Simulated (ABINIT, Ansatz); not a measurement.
# KF (Carobbiite): from the cell to the phonon bands

Wanted: phonon bands, density of states and zone-centre response of KF (Carobbiite).

Calculated with ABINIT 10.8.3; DFT LDA, scalar-relativistic, plane waves, PseudoDojo norm-conserving pseudopotentials.

**1. The structure**

It takes space group Fm-3m (No. 225, cubic). Conventional cell: a = 5.159 Å, b = 5.159 Å, c = 5.159 Å, α = 90.00°, β = 90.00°, γ = 90.00°. Nearest to K lie 6 F at 2.58 Å. Nearest to F lie 6 K at 2.58 Å. Farther neighbours and most contacts between anions are not listed.

**2. Relaxing the cell and atoms**

The harmonic expansion needs vanishing forces, and a free crystal bears no stress, so cell and atoms are brought to rest. Stress is more sensitive to the basis than forces are: the last 3 Ha under the cutoff are smoothed with ecutsm, and the cutoff is raised above that of the later runs.

The starting cell comes from a relaxation made beforehand in Ansatz (LDA, PseudoDojo NC).

The input, relax.abi:

```
# relaxation
ionmov 2
optcell 2
dilatmx 1.08
ntime 40
tolmxf 1.0d-05
tolvrs 1.0d-14
prtwf 0
prtden 0
chksymtnons 0

# basis, mesh and filling
ecut 42.0
ecutsm 3.0
ngkpt 6 6 6
nshiftk 1
shiftk 0.0 0.0 0.0
istwfk *1
occopt 1
nband 8
nstep 100
diemac 9.0
prtebands 0
prtgsr 0
useylm 1

# cell and atoms
acell 6.893553593 6.893553593 6.893553593
rprim 
    -0.7071067812 0.0 0.7071067812
    0.0 0.7071067812 0.7071067812
    -0.7071067812 0.7071067812 0.0
ntypat 2
znucl 19 9
natom 2
typat 1 2
xred 
    0.0 0.0 0.0
    0.5 0.5 0.5
pp_dirpath "./pseudo"
pseudos "K.upf, F.upf"
```

On the command line:

```console
$ OMP_NUM_THREADS=1 mpirun -n 4 abinit relax.abi > relax.log
```

Numbers of over 12 decimals in the logs are rounded to 6 here.

relax.abo, the main output file:

```text
[banners, grids, parts of the stress and lines that vanish by symmetry left out]
- input  file    -> relax.abi
- output file    -> relax.abo
- root for input  files -> relaxi
[...]
Symmetries : space group Fm -3 m (#225); Bravais cF (face-center cubic)
[...]
mpw =        3812          nfft =       91125          nkpt =          16
[...]
== DATASET  1 ==================================================================
[...]
cutoff_energies: {ecut:  42.0, pawecutdg:  -1.0, }
[...]
ETOT  1  -54.520940139085    -5.452E+01 2.083E-01 3.453E+02
 ETOT  2  -54.580795153821    -5.986E-02 2.773E-04 1.687E+02
 ETOT  3  -54.610648003580    -2.985E-02 4.189E-04 4.200E+01
 ETOT  4  -54.615871078990    -5.223E-03 8.506E-05 4.632E+00
 ETOT  5  -54.616469137575    -5.981E-04 4.667E-06 3.199E-02
[...]
At SCF step   14       vres2   =  3.48E-17 < tolvrs=  1.00E-14 =>converged.
[...]
sigma(1 1)=  5.61062542E-07  sigma(3 2)=  0.00000000E+00
  sigma(2 2)=  5.61062542E-07  sigma(3 1)=  0.00000000E+00
  sigma(3 3)=  5.61062542E-07  sigma(2 1)=  0.00000000E+00
[...]
convergence: {deltae: -1.599E-12, res2:  3.483E-17, residm:  8.235E-20, diffor: null, }
etotal    :  -5.46164752E+01
[...]
ETOT  1  -54.616475180822    -5.462E+01 1.062E-11 3.105E-04
[...]
At SCF step    8       vres2   =  8.03E-15 < tolvrs=  1.00E-14 =>converged.
[...]
sigma(1 1)=  4.85890291E-07  sigma(3 2)=  0.00000000E+00
  sigma(2 2)=  4.85890291E-07  sigma(3 1)=  0.00000000E+00
  sigma(3 3)=  4.85890291E-07  sigma(2 1)=  0.00000000E+00
[...]
convergence: {deltae: -2.110E-12, res2:  8.034E-15, residm:  1.122E-18, diffor: null, }
etotal    :  -5.46164752E+01
[...]
ETOT  1  -54.616473302955    -5.462E+01 2.092E-09 1.295E-02
[...]
ETOT  8  -54.616475245399    -1.762E-12 4.589E-17 3.153E-13
 ETOT  9  -54.616475245399     5.187E-13 3.658E-19 1.887E-15
 At SCF step    9       vres2   =  1.89E-15 < tolvrs=  1.00E-14 =>converged.
[...]
sigma(1 1)= -2.23280325E-10  sigma(3 2)=  0.00000000E+00
  sigma(2 2)= -2.23280327E-10  sigma(3 1)=  0.00000000E+00
  sigma(3 3)= -2.23280326E-10  sigma(2 1)=  0.00000000E+00
[...]
convergence: {deltae:  5.187E-13, res2:  1.887E-15, residm:  3.658E-19, diffor: null, }
etotal    :  -5.46164752E+01
[...]
At Broyd/MD step   3, gradients are converged :
[...]
sigma(1 1)= -2.23280325E-10  sigma(3 2)=  0.00000000E+00
  sigma(2 2)= -2.23280327E-10  sigma(3 1)=  0.00000000E+00
  sigma(3 3)= -2.23280326E-10  sigma(2 1)=  0.00000000E+00
[...]
- sigma(1 1)= -6.56913395E-06  sigma(3 2)=  0.00000000E+00
- sigma(2 2)= -6.56913400E-06  sigma(3 1)=  0.00000000E+00
- sigma(3 3)= -6.56913398E-06  sigma(2 1)=  0.00000000E+00
[...]
fcart     -0.0000000000E+00 -0.0000000000E+00 -0.0000000000E+00
           strten     -2.2328032478E-10 -2.2328032652E-10 -2.2328032565E-10
================================================================================

[key lines of the parts left out:]
pressure_GPa:   6.5691E-06
Total energy (etotal) [Ha]= -5.46164752453987E+01
```

Wall time 14 s (4 MPI ranks of Intel Xeon Platinum 8488C (Sapphire Rapids), shared host); 53 s of CPU time.

Little changed from the start: no atom moved by 0.005 Å and no cell edge by 0.1 %.

Numbers from this step:

```
volume per atom : 17.16 Å³
pressure        : 6.57e-6 GPa
```

**3. Ground state**

The response is built on these wavefunctions, so the potential is converged far more tightly than an energy would need.

The input, gs.abi:

```
# ground state
tolvrs 1.0d-16
prtden 1
prtwf 1

# basis, mesh and filling
ecut 34.0
ngkpt 8 8 8
nshiftk 1
shiftk 0.0 0.0 0.0
istwfk *1
occopt 1
nband 8
nstep 100
diemac 9.0
prtebands 0
prtgsr 0
useylm 1

# cell and atoms
acell 6.892687853 6.892687853 6.892687853
rprim 
    -0.7071067812 0.0 0.7071067812
    0.0 0.7071067812 0.7071067812
    -0.7071067812 0.7071067812 0.0
ntypat 2
znucl 19 9
natom 2
typat 1 2
xred 
    0.0 0.0 0.0
    0.5 0.5 0.5
pp_dirpath "./pseudo"
pseudos "K.upf, F.upf"
```

On the command line:

```console
$ OMP_NUM_THREADS=1 mpirun -n 4 abinit gs.abi > gs.log
```

gs.abo, the main output file:

```text
[banners, grids, parts of the stress and lines that vanish by symmetry left out]
- input  file    -> gs.abi
- output file    -> gs.abo
- root for input  files -> gsi
[...]
Symmetries : space group Fm -3 m (#225); Bravais cF (face-center cubic)
[...]
mpw =        2209          nfft =       64000          nkpt =          29
[...]
== DATASET  1 ==================================================================
[...]
cutoff_energies: {ecut:  34.0, pawecutdg:  -1.0, }
[...]
ETOT  1  -54.500499020871    -5.450E+01 2.428E-01 1.872E+02
 ETOT  2  -54.601221175022    -1.007E-01 2.246E-02 4.122E+01
 ETOT  3  -54.609785170042    -8.564E-03 2.192E-04 2.716E+01
 ETOT  4  -54.613888886842    -4.104E-03 9.562E-05 6.996E+00
 ETOT  5  -54.615231811599    -1.343E-03 1.143E-05 9.241E-02
[...]
ETOT 14  -54.615248601702     1.464E-12 7.201E-19 6.897E-15
 ETOT 15  -54.615248601706    -3.695E-12 4.597E-20 5.975E-18
 At SCF step   15       vres2   =  5.97E-18 < tolvrs=  1.00E-16 =>converged.
[...]
sigma(1 1)=  6.25031525E-05  sigma(3 2)=  0.00000000E+00
  sigma(2 2)=  6.25031525E-05  sigma(3 1)=  0.00000000E+00
  sigma(3 3)=  6.25031525E-05  sigma(2 1)=  0.00000000E+00
[...]
convergence: {deltae: -3.695E-12, res2:  5.975E-18, residm:  4.597E-20, diffor: null, }
etotal    :  -5.46152486E+01
[...]
sigma(1 1)=  6.25031525E-05  sigma(3 2)=  0.00000000E+00
  sigma(2 2)=  6.25031525E-05  sigma(3 1)=  0.00000000E+00
  sigma(3 3)=  6.25031525E-05  sigma(2 1)=  0.00000000E+00
[...]
- sigma(1 1)=  1.83890623E+00  sigma(3 2)=  0.00000000E+00
- sigma(2 2)=  1.83890623E+00  sigma(3 1)=  0.00000000E+00
- sigma(3 3)=  1.83890623E+00  sigma(2 1)=  0.00000000E+00
[...]
fcart     -0.0000000000E+00 -0.0000000000E+00 -0.0000000000E+00
           strten      6.2503152503E-05  6.2503152503E-05  6.2503152503E-05
================================================================================

[key lines of the parts left out:]
pressure_GPa:  -1.8389E+00
```

The job ended after 8.1 s (4 MPI ranks).

This step gave:

```yaml
pressure: -1.839 GPa
```

The cell stands at -1.8 GPa: the relaxation ran with a smoothed and higher cutoff and on another k mesh.

**4. Empty bands**

Empty bands on the ground state's density check that the gap assumed so far is there in this cell.

The input, gap.abi:

```
# empty bands on the ground state's density
iscf -2
getden_filepath "gso_DEN"
tolwfr 1.0d-12
nbdbuf 2
prtwf 0

# basis, mesh and filling
ecut 34.0
ngkpt 8 8 8
nshiftk 1
shiftk 0.0 0.0 0.0
istwfk *1
occopt 1
nband 12
nstep 100
diemac 9.0
prtebands 0
prtgsr 0
useylm 1

# cell and atoms
acell 6.892687853 6.892687853 6.892687853
rprim 
    -0.7071067812 0.0 0.7071067812
    0.0 0.7071067812 0.7071067812
    -0.7071067812 0.7071067812 0.0
ntypat 2
znucl 19 9
natom 2
typat 1 2
xred 
    0.0 0.0 0.0
    0.5 0.5 0.5
pp_dirpath "./pseudo"
pseudos "K.upf, F.upf"
```

On the command line:

```console
$ OMP_NUM_THREADS=1 mpirun -n 4 abinit gap.abi > gap.log
```

gap.abo, the main output file:

```text
[banners, grids, parts of the stress and lines that vanish by symmetry left out]
- input  file    -> gap.abi
- output file    -> gap.abo
- root for input  files -> gapi
[...]
Symmetries : space group Fm -3 m (#225); Bravais cF (face-center cubic)
[...]
mpw =        2209          nfft =       64000          nkpt =          29
[...]
== DATASET  1 ==================================================================
[...]
cutoff_energies: {ecut:  34.0, pawecutdg:  -1.0, }
[...]
-outvars: echo values of variables after computation
            acell      6.8926878530E+00  6.8926878530E+00  6.8926878530E+00 Bohr
================================================================================
```

It took 6.4 s on 4 MPI ranks; 25 s of CPU time.

This step gave:

```
gap on the k-mesh : 6.395 eV
```

In this cell the gap on the mesh is 6.4 eV, direct, so fixed occupations hold.

**5. Linear response at Γ**

The derivative of the wavefunctions by k comes first, since the response to a field is built on it; then the field and the displacements that symmetry doesn't supply are solved at q = 0.

It reads the wavefunctions written in step 3.

The input, dfpt_gamma.abi:

```
ndtset 2

# common to the responses
getwfk_filepath "gso_WFK"
kptopt 2
nqpt 1
qpt 0.0 0.0 0.0
asr 0
chneut 0

# d/dk
rfelfd1 2
rfdir1 1 1 1
iscf1 -3
tolwfr1 1.0d-20

# displacements, field
rfphon2 1
rfatpol2 1 2
rfdir2 1 1 1
rfelfd2 3
getddk2 1
tolvrs2 1.0d-10
prtwf2 0

# basis, mesh and filling
ecut 34.0
ngkpt 8 8 8
nshiftk 1
shiftk 0.0 0.0 0.0
istwfk *1
occopt 1
nband 8
nstep 100
diemac 9.0
prtebands 0
prtgsr 0
useylm 1

# cell and atoms
acell 6.892687853 6.892687853 6.892687853
rprim 
    -0.7071067812 0.0 0.7071067812
    0.0 0.7071067812 0.7071067812
    -0.7071067812 0.7071067812 0.0
ntypat 2
znucl 19 9
natom 2
typat 1 2
xred 
    0.0 0.0 0.0
    0.5 0.5 0.5
pp_dirpath "./pseudo"
pseudos "K.upf, F.upf"
```

On the command line:

```console
$ OMP_NUM_THREADS=1 mpirun -n 4 abinit dfpt_gamma.abi > dfpt_gamma.log
```

dfpt_gamma.abo, the main output file:

```text
[banners, grids, parts of the stress and lines that vanish by symmetry left out]
- input  file    -> dfpt_gamma.abi
- output file    -> dfpt_gamma.abo
- root for input  files -> dfpt_gammai
[...]
DATASET    1 : space group Fm -3 m (#225); Bravais cF (face-center cubic)
[...]
nfft =       64000          nkpt =         260
[...]
DATASET    2 : space group Fm -3 m (#225); Bravais cF (face-center cubic)
[...]
nfft =       64000          nkpt =         260
[...]
== DATASET  1 ==================================================================
[...]
cutoff_energies: {ecut:  34.0, pawecutdg:  -1.0, }
[...]
-  9.00000   7.00000  201202                  znucl, zion, pspdat
[...]
Perturbation : derivative vs k along direction   1
[...]
-ETOT  1  -19.177224254823     -1.918E+01 2.210E-01 0.000E+00
 ETOT  2  -19.249964948599     -7.274E-02 2.101E-03 0.000E+00
 ETOT  3  -19.250590418924     -6.255E-04 1.162E-04 0.000E+00
 ETOT  4  -19.250598573224     -8.154E-06 1.725E-06 0.000E+00
 ETOT  5  -19.250598707298     -1.341E-07 9.187E-08 0.000E+00
[...]
At SCF step   14   max residual=  9.99E-21 < tolwfr=  1.00E-20 =>converged.
[...]
Perturbation : derivative vs k along direction   2
[...]
-ETOT  1  -19.177304573201     -1.918E+01 2.664E-01 0.000E+00
[...]
At SCF step   14   max residual=  9.99E-21 < tolwfr=  1.00E-20 =>converged.
[...]
Perturbation : derivative vs k along direction   3
[...]
-ETOT  1  -19.177224251316     -1.918E+01 2.210E-01 0.000E+00
[...]
At SCF step   14   max residual=  9.99E-21 < tolwfr=  1.00E-20 =>converged.
[...]
1        1       0.7306366646   -0.0000000000
     1        2      -0.3653183323    0.0000000000
     1        3      -0.3653183323    0.0000000000
     2        1      -0.3653183323    0.0000000000
     2        2       0.7306366646    0.0000000000
     2        3       0.3653183323    0.0000000000
     3        1      -0.3653183323    0.0000000000
     3        2       0.3653183323    0.0000000000
     3        3       0.7306366646   -0.0000000000
[...]
== DATASET  2 ==================================================================
[...]
cutoff_energies: {ecut:  34.0, pawecutdg:  -1.0, }
[...]
Perturbation : displacement of atom   1   along direction   1
[...]
-ETOT  1   3.026126     -1.523E+03 4.599E+00 2.554E+02
[...]
At SCF step   11       vres2   =  2.10E-12 < tolvrs=  1.00E-10 =>converged.
[...]
Perturbation : displacement of atom   2   along direction   1
[...]
-ETOT  1   4.133807     -4.593E+03 6.872E+00 1.873E+03
[...]
At SCF step   10       vres2   =  5.39E-12 < tolvrs=  1.00E-10 =>converged.
[...]
Perturbation : homogeneous electric field along direction   1
[...]
-ETOT  1  -22.343538258895     -2.234E+01 4.840E-01 7.678E+03
[...]
ETOT  9  -25.161893238925     -2.679E-12 8.229E-14 1.074E-09
 ETOT 10  -25.161893238926     -3.801E-13 2.559E-15 4.962E-11
 At SCF step   10       vres2   =  4.96E-11 < tolvrs=  1.00E-10 =>converged.
[...]
Dielectric tensor, in cartesian coordinates,
[...]
1    4   1    4         2.0955408303        -0.0000000000
   1    4   2    4        -0.0000000000        -0.0000000000
   1    4   3    4        -0.0000000000        -0.0000000000
   2    4   1    4        -0.0000000000        -0.0000000000
   2    4   2    4         2.0955408303        -0.0000000000
   2    4   3    4        -0.0000000000        -0.0000000000
   3    4   1    4        -0.0000000000        -0.0000000000
   3    4   2    4        -0.0000000000        -0.0000000000
   3    4   3    4         2.0955408303        -0.0000000000
  Effective charges, in cartesian coordinates,
[...]
1    1   1    4         1.1508724518         0.0000000000
   2    1   1    4         0.0000000000         0.0000000000
   3    1   1    4        -0.0000000000         0.0000000000
   1    2   1    4        -1.1500661379         0.0000000000
   2    2   1    4         0.0000000000         0.0000000000
[...]
Effective charges, in cartesian coordinates,
[...]
2    4   1    2         0.0000000000         0.0000000000
   3    4   1    2         0.0000000000         0.0000000000
   1    4   2    2        -0.0000000000         0.0000000000
   2    4   2    2        -1.1500658717         0.0000000000
   3    4   2    2         0.0000000000         0.0000000000
   1    4   3    2         0.0000000000         0.0000000000
   2    4   3    2         0.0000000000         0.0000000000
   3    4   3    2        -1.1500658717         0.0000000000
  Phonon wavevector (reduced coordinates) :  0.00000  0.00000  0.00000
 Phonon energies in Hartree :
[...]
Phonon frequencies in cm-1    :
-  2.270895E+00  2.270895E+00  2.270895E+00  2.109436E+02  2.109436E+02
-  2.109436E+02
  Phonon at Gamma, with non-analyticity in the
[...]
Phonon energies in Hartree :
[...]
Phonon frequencies in cm-1    :
-  2.270895E+00  2.270895E+00  2.272300E+00  2.109436E+02  2.109436E+02
-  3.395927E+02
  Phonon at Gamma, with non-analyticity in the
[...]
Phonon energies in Hartree :
[...]
Phonon frequencies in cm-1    :
-  2.270895E+00  2.270895E+00  2.272300E+00  2.109436E+02  2.109436E+02
-  3.395927E+02
  Phonon at Gamma, with non-analyticity in the
[...]
Phonon energies in Hartree :
[...]
Phonon frequencies in cm-1    :
-  2.270895E+00  2.270895E+00  2.272300E+00  2.109436E+02  2.109436E+02
-  3.395927E+02
[...]
fcart2     0.0000000000E+00  0.0000000000E+00  0.0000000000E+00
           strten2     0.0000000000E+00  0.0000000000E+00  0.0000000000E+00
================================================================================
```

The job ended after 3.1 min (4 MPI ranks; 12 min of CPU time).

This step gave:

- miss of the charge sum rule: 8.06e-4 e
- largest acoustic frequency at the zone centre before the sum rule: 2.27 cm⁻¹
- highest optical zone-centre mode (no LO-TO term): 210.9 cm⁻¹
- lowest optical zone-centre mode: 210.9 cm⁻¹
- mean high-frequency dielectric constant: 2.095
- largest Born charge in size (third of the trace): 1.151 e

Born charge (rows field, columns displacement), before the sum rule (e), principal values of the symmetric part by kind of site:

| atom | atoms with these values | low | middle | high | mean |
| --- | --- | --- | --- | --- | --- |
| K1 | 1 | 1.15 | 1.15 | 1.15 | 1.15 |
| F2 | 1 | -1.15 | -1.15 | -1.15 | -1.15 |

In full for K1:

```
1.15 0.00 0.00
0.00 1.15 0.00
0.00 0.00 1.15
```

High-frequency dielectric tensor:

```
2.10 0.00 0.00
0.00 2.10 0.00
0.00 0.00 2.10
```

The acoustic modes at Γ come out as far as 2.3 cm⁻¹ from zero, where they should vanish, a small numerical error; the Born charges miss their sum rule by 8.1e-4 e, which is good.

(Continued in part 2 of 4.)

[Host names and launcher messages were left out of these logs when they were recorded.]

[Logs are printed without paths, hosts, clocks, repeated set-up lines and the standing remarks that a program may print on its own settings, such as how far it seeks lower states.]

[Hosts, paths, dates, database ids (printed as entryN), source tags and the programs' standing remarks are cut or masked in the printed files.]
